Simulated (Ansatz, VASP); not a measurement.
This is a calculation of GaAs for VASP 6.6.1.

Contents of INCAR:

```
PREC = Accurate
ENCUT = 520
EDIFF = 1E-6
ISMEAR = 0
SIGMA = 0.02
LREAL = False
LASPH = True
NELM = 100
ALGO = Fast
ISIF = 2
LWAVE = False
LCHARG = False
GGA = PE
```

Contents of KPOINTS:

```
Automatic mesh
0
Gamma
  8 8 8
```

The input POSCAR:

```
GaAs
1.0
    0.0000000000      2.8268500000      2.8268500000
    2.8268500000      0.0000000000      2.8268500000
    2.8268500000      2.8268500000      0.0000000000
As Ga
1 1
Direct
    0.7500000000      0.7500000000      0.7500000000
    0.0000000000      0.0000000000      0.0000000000
```

Potentials or basis: VASP PAW PBE potentials, release 64 (As, Ga_d).

Command:

```console
$ cat potpaw_PBE.64/As/POTCAR potpaw_PBE.64/Ga_d/POTCAR > POTCAR
$ mpirun -np 1 vasp_std > vasp.out
```

Problem. Translate it to Ansatz 0.2.0. Potentials there: Ansatz PAW.

Solution. As run (the cutoff follows the program's own potentials):

input.yaml

```yaml
crystal:
  lattice:
    - [0.0, 2.82685, 2.82685]
    - [2.82685, 0.0, 2.82685]
    - [2.82685, 2.82685, 0.0]
  atoms:
    - { symbol: As, position: [0.75, 0.75, 0.75] }
    - { symbol: Ga, position: [0.0, 0.0, 0.0] }
hamiltonian:
  xc: pbe
  pseudopotentials: { kind: paw }
kpoints:
  mp_grid: { grid: [8, 8, 8] }
scf:
  occupations: { method: gaussian, width: 0.02 }
output:
  forces: true
  stress: true
  eigenvalues: true
```

Potentials or basis: Ansatz PAW.

The run is started by

```console
$ ansatz run input.yaml --threads 2 --pin off --max-ram 5632MiB --backend cpu --events-out ev --progress --plain --runs-dir out
```

Both were run:

|  | VASP | Ansatz | Ansatz less VASP |
| --- | --- | --- | --- |
| gap on the k mesh at the Fermi level (eV) | 0.52 | 0.52 | -0.004 |
| least direct gap on the mesh (eV) | 0.52 | 0.52 | -0.004 |
| pressure (GPa) | 3.5 | 3.3 | -0.19 |

The two sets of potentials don't hold the same shells in valence.

A k mesh can miss the band edges. A hybrid or GW would open this gap; PBE tends to underestimate it.
